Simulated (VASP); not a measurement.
Wanted: the native input for a VASP 6.6.1 run.

```
Task                   : relaxation of cell and atoms
Functional             : PBEsol
Potentials or basis    : VASP PAW PBE potentials, release 64 (B, As)
Cutoff                 : 600 eV
k mesh                 : 10 × 10 × 10
Occupations            : gaussian, width 0.03 eV
Spin                   : no spin polarisation
Further INCAR settings : ALGO = Normal; EDIFF = 1e-06; IBRION = 2; EDIFFG = -0.01; NSW = 90; ISIF = 3
```

The structure of BAs lies in POSCAR:

```
BAs
1.0
    0.0000000000      2.3885000000      2.3885000000
    2.3885000000      0.0000000000      2.3885000000
    2.3885000000      2.3885000000      0.0000000000
B As
1 1
Direct
    0.0000000000      0.0000000000      0.0000000000
    0.2500000000      0.2500000000      0.2500000000
```

These files were run (other wordings do the same):

INCAR

```
  PREC = Accurate
  ENCUT = 600
  EDIFF = 1E-6
  ISMEAR = 0
  SIGMA = 0.03
  LREAL = False
  LASPH = True
  NELM = 80
  ALGO = Normal
  ISIF = 3
  LWAVE = False
  LCHARG = False
  GGA = PS
  IBRION = 2
  NSW = 90
  EDIFFG = -0.01
```

KPOINTS

```
regular mesh
0
Gamma
  10 10 10
```

Potentials or basis: VASP PAW PBE potentials, release 64 (B, As).

Command:

```bash
$ cat potpaw_PBE.64/B/POTCAR potpaw_PBE.64/As/POTCAR > POTCAR
$ mpirun -np 1 vasp_std > vasp.out
```

Results of the run:

The pressure after relaxing is 0.1 GPa and the band gap on the k mesh is 1.08 eV, indirect (least direct gap 3.24 eV).

Caveat: the relaxation stopped at its first step, so nothing moved; the PAW data sets were made with another functional, which shifts forces and pressure a little.

It took 11 s on 1 thread of Intel(R) Xeon(R) Platinum 8375C CPU @ 2.90GHz (Ice Lake), on a shared host, peak memory 0.16 GiB.
